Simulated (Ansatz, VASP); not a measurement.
# MgS in VASP and in Ansatz

```
CELL_PARAMETERS angstrom
-0.13051 2.81360 2.81360
2.81360 -0.13051 2.81360
2.81360 2.81360 -0.13051
ATOMIC_POSITIONS crystal
Mg 0.99585 0.99585 0.99585
S 0.25415 0.25415 0.25415
```

Change from the starting cell: epitaxial_111 strain +4.0%.

Alike in both runs: task single point; functional r2SCAN; k mesh 8 × 8 × 8; no spin polarisation.

|  | VASP | Ansatz |
| --- | --- | --- |
| version | VASP 6.6.1 | Ansatz 0.2.0 |
| potentials or method | VASP PAW PBE potentials, release 64 (Mg, S) | plane waves, PAW |
| plane-wave cutoff (eV) | 520 | 500 |
| occupations | gaussian, width 0.01 eV | fixed |
| valence electrons in the cell | 8 | 16 |

Ansatz gave:

| Item | Value |
| --- | --- |
| gap on the k mesh at the Fermi level (eV) | 3.59 |
| pressure (GPa) | -2.7 |
| largest component of the traceless stress (GPa) | 1.37 |

Q: Which values does VASP return?

A: gap on the k mesh at the Fermi level (eV): 3.57; pressure (GPa): -3.0; largest component of the traceless stress (GPa): 1.38.

The two sets of potentials don't hold the same shells in valence.

Caveats: the PAW data sets were made with another functional, which shifts forces and pressure a little (VASP). A k mesh can miss the band edges.
